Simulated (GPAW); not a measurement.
# TiO2 (Anatase) (I4_1/amd) in GPAW: settings compared, part 2 of 2

GPAW 26.7.0.

## (4) Dielectric tensor, PBE

The input, run.py:

```python
import numpy as np
from ase import Atoms
from ase.dft.bandgap import bandgap
from ase.io import write
from gpaw import GPAW, PW
from gpaw.response.df import DielectricFunction

atoms = Atoms(['Ti', 'Ti', 'O', 'O', 'O', 'O'],
              cell=[[-1.8921, 1.8921, 4.7573],
                    [1.8921, -1.8921, 4.7573],
                    [1.8921, 1.8921, -4.7573]],
              scaled_positions=[[0.75, 0.25, 0.5],
                                [0.0, 0.0, 0.0],
                                [0.7919, 0.7919, 0.0],
                                [0.5419, 0.0419, 0.5],
                                [0.9581, 0.4581, 0.5],
                                [0.2081, 0.2081, 0.0]],
              pbc=True)

calc = GPAW(mode=PW(600),
            xc='PBE',
            kpts={'size': (8, 8, 8), 'gamma': True},
            occupations={'name': 'fermi-dirac', 'width': 0.001},
            nbands=43,
            convergence={'density': 1e-06},
            maxiter=150,
            txt='gpaw.txt')
atoms.calc = calc
energy = atoms.get_potential_energy()
calc.write('gs.gpw')
write('result.traj', atoms)
print(f'Energy: {energy:.6f} eV')
print('Fermi level:', round(calc.get_fermi_level(), 4), 'eV')
print(f'Gap: {bandgap(calc)[0]:.4f} eV, direct: {bandgap(calc, direct=True)[0]:.4f} eV')

for size in [(6, 6, 6), (8, 8, 8)]:
    name = 'x'.join(str(n) for n in size)
    dense = calc.fixed_density(kpts={'size': size, 'gamma': True},
                               nbands=78, convergence={'bands': 72, 'eigenstates': 1e-7},
                               update_fermi_level=True, txt=f'dense-{name}.txt')
    dense.write(f'{name}.gpw', mode='all')
    df = DielectricFunction(f'{name}.gpw', frequencies=np.array([0.0]), hilbert=False, eta=0.001,
                            ecut=80, nbands=72, intraband=False, txt=f'df-{name}.txt')
    for xc in ['RPA', 'LR0.3', 'Bootstrap']:
        for direction in ['x', 'y', 'z', [0, 1, 1], [1, 0, 1], [1, 1, 0]]:
            e0, e = df.get_macroscopic_dielectric_constant(xc=xc, direction=direction)
            print(f'{name} {xc} {direction}: {e0:.4f} without, {e:.4f} with local fields')
```

Potentials or basis: GPAW PAW data sets (gpaw-data 1.2.1), pw.

Run with:

```console
> OMP_NUM_THREADS=1 python run.py
```

gpaw.txt:

```text
__  _  _
 | _ |_)|_||  |
 |__||  | ||/\| - 26.7.0

Input parameters:
  mode=PW(ecut=600.0),
  convergence={'density': 1e-06},
  kpts=MonkhorstPack(size=(8, 8, 8), gamma=True),
  maxiter=150,
  nbands=43,
  occupations=Occupations(name='fermi-dirac', width=0.001),
  xc=XC(name='PBE')

Diagonalizing LCAO Hamiltonian
Converting LCAO to pw mode

       O

         O

         Ti

       O O

       Ti

Atoms  # Å, Bohr magnetons
|   | symbol |         x |         y |        z |    initial magnetic moments |
|---|--------|-----------|-----------|----------|-----------------------------|
| 0 |     Ti |  0.000000 |  1.892100 | 2.378650 | ( 0.0000,  0.0000,  0.0000) |
| 1 |     Ti |  0.000000 |  0.000000 | 0.000000 | ( 0.0000,  0.0000,  0.0000) |
| 2 |      O | -0.000000 |  0.000000 | 7.534612 | ( 0.0000,  0.0000,  0.0000) |
| 3 |      O |  0.000000 |  1.892100 | 0.398662 | ( 0.0000,  0.0000,  0.0000) |
| 4 |      O |  0.000000 |  1.892100 | 4.358638 | ( 0.0000,  0.0000,  0.0000) |
| 5 |      O |  0.000000 | -0.000000 | 1.979988 | ( 0.0000,  0.0000,  0.0000) |

Unit cell  # Å
| periodic |         x |         y |         z |  lengths |     angles |
|----------|-----------|-----------|-----------|----------|------------|
|      yes | -1.892100 |  1.892100 |  4.757300 | 5.458204 | 139.434593 |
|      yes |  1.892100 | -1.892100 |  4.757300 | 5.458204 | 139.434593 |
|      yes |  1.892100 |  1.892100 | -4.757300 | 5.458204 |  58.712803 |

Number of symmetries: 8
Symmetry operations  # r_c * U_cc + t_c -> r_c
|   | kind |            matrix            |
|---|------|------------------------------|
| 0 |  σ   |  1, 1, 1,  0, 0,-1,  0,-1, 0 |
| 1 |  E   |  1, 0, 0,  0, 1, 0,  0, 0, 1 |
| 2 |  C2  |  0, 1, 0,  1, 0, 0, -1,-1,-1 |
| 3 |  S4  |  0, 0, 1, -1,-1,-1,  0, 1, 0 |
| 4 |  σ   |  0, 0,-1,  1, 1, 1, -1, 0, 0 |
| 5 |  C2  |  0,-1, 0, -1, 0, 0,  0, 0,-1 |
| 6 |  C2  | -1, 0, 0,  0,-1, 0,  1, 1, 1 |
| 7 |  S4  | -1,-1,-1,  0, 0, 1,  1, 0, 0 |

BZ-sampling:
  Number of BZ points: 512
  Number of IBZ points: 59

  Monkhorst-Pack size: [8, 8, 8]
  Monkhorst-Pack shift: [0.0625, 0.0625, 0.0625]

K-points  # in reciprocal-cell coordinates
|     |                                coordinates |     weight |
|-----|--------------------------------------------|------------|
|   0 | (  0.00000000,   0.00000000,   0.00000000) | 0.00195312 |
|   1 | (  0.12500000,  -0.12500000,   0.00000000) | 0.00781250 |
|   2 | (  0.12500000,  -0.12500000,   0.12500000) | 0.00781250 |
|   3 | (  0.12500000,   0.00000000,   0.00000000) | 0.01562500 |
|   4 | (  0.12500000,   0.12500000,  -0.12500000) | 0.00390625 |
|   5 | (  0.25000000,  -0.25000000,   0.00000000) | 0.00781250 |
|   6 | (  0.25000000,  -0.25000000,   0.12500000) | 0.01562500 |
|   7 | (  0.25000000,  -0.25000000,   0.25000000) | 0.00781250 |
|   8 | (  0.25000000,  -0.12500000,   0.00000000) | 0.03125000 |
|   9 | (  0.25000000,  -0.12500000,   0.12500000) | 0.01562500 |
| ... |                                            |            |
|  58 | (  0.50000000,   0.50000000,   0.50000000) | 0.00195312 |

Plane wave coefficients: 2299
Cutoff: 600.0 eV

Spin-components: 1 (collinear spins)
Bands:           43
Projectors:      32
Spin-degeneracy: 2
Datatype:        complex128

Parallelization:
  kpt:    1
  domain: 1
  band:   1

Density:
  Valence electrons: 48.0
  Components: 1
  Grid points: [32 32 32]
  Charge: 0.0  # |e|

Potential:
  Grid points: [32 32 32]

species:
  Ti:
    name:    Titanium
    Z:       22.0
    valence: 12
    core:    10
    charge:  0.0  # [|e|]
    compensation charges:
      type: gauss
      rc: 0.38  # [Å]
      lmax: 2
    cutoffs:
      filter: 2.23  # [Å]
      core: 1.02  # [Å]
    projectors
    | kind |    occ | energy [eV] | rcut [Å] |
    |------|--------|-------------|----------|
    |   3s |  2.000 |     -62.623 |    1.270 |
    |   4s |  2.000 |      -4.466 |    1.270 |
    |   3p |  6.000 |     -38.862 |    1.058 |
    |   4p |  0.000 |      -1.466 |    1.058 |
    |   3d |  2.000 |      -4.258 |    1.058 |
    |    d |        |      22.953 |    1.058 |

    Using partial waves for Ti as LCAO basis

  O:
    name:    Oxygen
    Z:       8.0
    valence: 6
    core:    2
    charge:  0.0  # [|e|]
    compensation charges:
      type: gauss
      rc: 0.21  # [Å]
      lmax: 2
    cutoffs:
      filter: 1.17  # [Å]
      core: 0.83  # [Å]
    projectors
    | kind |    occ | energy [eV] | rcut [Å] |
    |------|--------|-------------|----------|
    |   2s |  2.000 |     -23.961 |    0.688 |
    |   2p |  4.000 |      -9.029 |    0.598 |
    |    s |        |       3.251 |    0.688 |
    |    p |        |      18.182 |    0.598 |
    |    d |        |       0.000 |    0.619 |

    Using partial waves for O as LCAO basis

Reference energy: -54611.437768  # eV

eigensolver:
  PPCG
  Converge bands: occupied
  niter=2

density mixing:
  MSR1-Mixer
  Pratt-step length: 0.05
  Maximum mixing coefficient: 0.75
  Old densities: 10
  SVD Regularization: 0.005
  Good broyden scale: 1.0
  Trust region scale: 1.0
  Backstep threshold: 4.0
  History deletion threshold: 6.0
  Fourier metric: weight=20.0, sigma=0.015

occupation numbers:
  Fermi-Dirac:
    width: 0.0010  # eV

poisson solver:
  ecut: 4800.0  # eV

xc functional:
  name: PBE with 2 nearest neighbor stencil

convergence criteria:
- Maximum integral of absolute [dens]ity change: 1e-06 electrons / valence electron
- Maximum [total energy] change in last 3 cyles: 0.0005 eV / valence electron
- Maximum integral of absolute [eigenst]ate change: 4e-08 eV^2 / valence electron
maximum number of iterations: 150

SCF iterations
|iter     | |      energy | eigst |  dens |
|---------|-|-------------|-------|-------|
|iter:   1| |  -61.215843 | -0.16 |       |
|iter:   2| |  -58.218674 | -1.89 | -0.78 |
|iter:   3| |  -52.551176 | -0.68 | -0.84 |
|iter:   4| |  -52.053050 | -1.86 | -1.31 |
|iter:   5| |  -52.027488 | -2.56 | -1.59 |
|iter:   6| |  -52.017558 | -3.46 | -2.00 |
|iter:   7| |  -52.017665c| -4.67 | -2.88 |
|iter:   8| |  -52.017699c| -5.81 | -3.40 |
|iter:   9| |  -52.017699c| -6.90 | -3.96 |
|iter:  10| |  -52.017699c| -7.49c| -4.21 |
|iter:  11| |  -52.017699c| -8.03c| -4.92 |
|iter:  12| |  -52.017699c| -8.34c| -5.26 |
|iter:  13| |  -52.017699c| -8.83c| -5.54 |
|iter:  14| |  -52.017699c| -9.68c| -6.41c|

Converged in 14 steps
Energy contributions relative to reference atoms: (reference = -54611.437768)

Energy contributions:
  Kinetic:          58.409865
  Coulomb:         -67.234204
  Zero:              0.962114
  External:          0.000000
  Xc:              -44.155474
  Entropy:          -0.000000
  Spinorbit:         0.000000
  ----------------------------
  Free energy:     -52.017699
  Extrapolated:    -52.017699

dipole moment: (-26.560075, -6.879757, 11.350124)  # |e|*Ang

Fermi level: 4.761
Eigenvalues  # (at kpt = [0.000, 0.000, 0.000])
| band index |      eig [eV] | occ [0-2] |
|------------|---------------|-----------|
|          0 |       -52.202 |     2.000 |
|        ... |               |           |
|         16 |         2.053 |     2.000 |
|         17 |         2.053 |     2.000 |
|         18 |         2.105 |     2.000 |
|         19 |         3.361 |     2.000 |
|         20 |         3.375 |     2.000 |
|         21 |         3.375 |     2.000 |
[... 8 lines left out ...]
|         30 |         9.194 |     0.000 |
|         31 |         9.475 |     0.000 |
|        ... |               |           |
|         42 |        22.601 |     0.000 |

Gap: 2.173 eV
Transition (v -> c):
  (s=0, k=15, n=23, [0.38, -0.38, 0.00]) -> (s=0, k=0, n=24, [0.00, 0.00, 0.00])
Direct/indirect transitions are different
Direct gap: 2.474 eV
Transition at: (s=0, k=13, n=23, [0.25, 0.25, -0.25])
# Writing to gs.gpw (mode='')
```

Wall time 16 min (1 thread of Arm Neoverse V1, shared host); peak memory 0.83 GiB.

Results:

| Property | Result |
| --- | --- |
| Free energy | -52.0177 eV |
| Band gap on the k mesh | 2.17 eV, indirect (least direct gap 2.47 eV) |
| Electronic dielectric tensor (diagonal) | 6.02, 6.02, 5.58 |

Electronic dielectric tensor:
```
6.02 0.00 0.00
0.00 6.02 0.00
0.00 0.00 5.58
```

Caveat: the long-wavelength limit can be off by several per cent where d states take part.

## (5) The runs side by side

| task | level | potentials or basis | k mesh | cutoff (eV) | smearing | ranks | band path | band points | response ecut | response k mesh | gap on the mesh (eV) | pressure (GPa) | largest force (eV/Å) |
| --- | --- | --- | --- | --- | --- | --- | --- | --- | --- | --- | --- | --- | --- |
| band structure | LDA | the program's PAW data sets (release 1.2.1) made for this functional, pw | 7 × 7 × 7 | 800 | fermi-dirac 0.05 eV | 4 | GXYSGZS1NPY1Z,XP | 60 | - | - | 2.02 | -5.6 | 0.09 |
| band structure | PBEsol | PAW data sets generated in the run's folder for this functional, pw | 7 × 7 × 7 | 800 | fermi-dirac 0.05 eV | 4 | GXYSGZS1NPY1Z,XP | 60 | - | - | 2.08 | 0.3 | 0.03 |
| dielectric tensor | PBE | GPAW PAW data sets (gpaw-data 1.2.1), pw | 8 × 8 × 8 | 600 | fermi-dirac 0.001 eV | - | - | - | 80 eV | 8 × 8 × 8 | 2.17 | - | - |

Alike in all rows: no spin polarisation; cell as given.

Caveats: the long-wavelength limit can be off by several per cent where d states take part (some runs).

Total energies depend on the potentials used, so only differences within one code and one set of settings carry meaning.
